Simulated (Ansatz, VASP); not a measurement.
One calculation of Al2O3, two programs

Contents of INCAR:

```
ALGO     = Normal         # electronic algorithm
EDIFF    = 1E-6           # SCF threshold, eV
ENCUT    = 520            # plane-wave cutoff, eV
GGA      = PE             # functional
ISIF     = 2              # what is computed and relaxed
ISMEAR   = 0              # smearing method
IVDW     = 12             # dispersion correction
LASPH    = T              # aspherical terms in the spheres
LCHARG   = T              # write CHGCAR
LELF     = T              # ELF
LREAL    = F              # projectors in reciprocal space
LVHAR    = T            
LWAVE    = F              # write WAVECAR
NBANDS   = 20             # bands
NELM     = 60             # most SCF steps
PREC     = Accurate       # precision mode
SIGMA    = 0.05           # smearing width, eV
```

File KPOINTS:

```
k-points
0
Gamma
  12 12 4
```

The input POSCAR:

```
Al2O3
1.0
    2.7647995427      0.0000000000      0.0000000000
   -1.3823997714      2.3943866404      0.0000000000
    0.0000000000      0.0000000000      9.0224399991
Al O
2 3
Direct
    0.0000000000      0.0000000000      0.2779510000
    0.0000000000      0.0000000000      0.7220490000
    0.3333333333      0.6666666667      0.1994540000
    0.6666666667      0.3333333333      0.8005460000
    0.0000000000      0.0000000000      0.5000000000
```

Input for Ansatz:

```yaml
crystal:
  lattice:
    - [2.7647995427, 0.0, 0.0]
    - [-1.3823997714, 2.3943866404, 0.0]
    - [0.0, 0.0, 9.0224399991]
  atoms:
    - { symbol: Al, position: [0.0, 0.0, 0.277951] }
    - { symbol: Al, position: [0.0, 0.0, 0.722049] }
    - { symbol: O, position: [0.3333333333, 0.6666666667, 0.199454] }
    - { symbol: O, position: [0.6666666667, 0.3333333333, 0.800546] }
    - { symbol: O, position: [0.0, 0.0, 0.5] }
basis:
  ecutwfc: 420
kpoints:
  mp_grid: { grid: [12, 12, 4] }
hamiltonian:
  xc: pbe
  dispersion: d3bj
scf:
  occupations: { method: gaussian, width: 0.05 }
output:
  forces: true
  stress: true
  eigenvalues: true
```

Alike in both runs: task single point; functional PBE; dispersion D3(BJ); k mesh 12 × 12 × 4; occupations gaussian, width 0.05 eV; no spin polarisation.

|  | VASP | Ansatz |
| --- | --- | --- |
| version | VASP 6.6.1 | Ansatz 0.2.0 |
| potentials or method | VASP PAW PBE potentials, release 64 (Al, O) | scalar-relativistic, plane waves, PAW |
| plane-wave cutoff (eV) | 520 | 420 |
| valence electrons in the cell | 24 | 24 |

|  | VASP | Ansatz | Ansatz less VASP |
| --- | --- | --- | --- |
| gap on the k mesh at the Fermi level (eV) | none | none | - |
| pressure (GPa) | 6.6 | 6.5 | -0.07 |
| largest component of the traceless stress (GPa) | 57.53 | 57.25 | -0.281 |
| rms of the force components (eV/Å) | 1.778 | 1.787 | +0.0089 |

Atom by atom the forces differ by 0.011 eV/Å (rms over components). A gap of «none» marks a metal or a gap that the smearing closes.

Caveats: pairwise dispersion overbinds metals, which lowers pressure and volume; forces of over 1 eV/Å show positions far from the minimum, so gaps and moduli don't describe the material at rest.
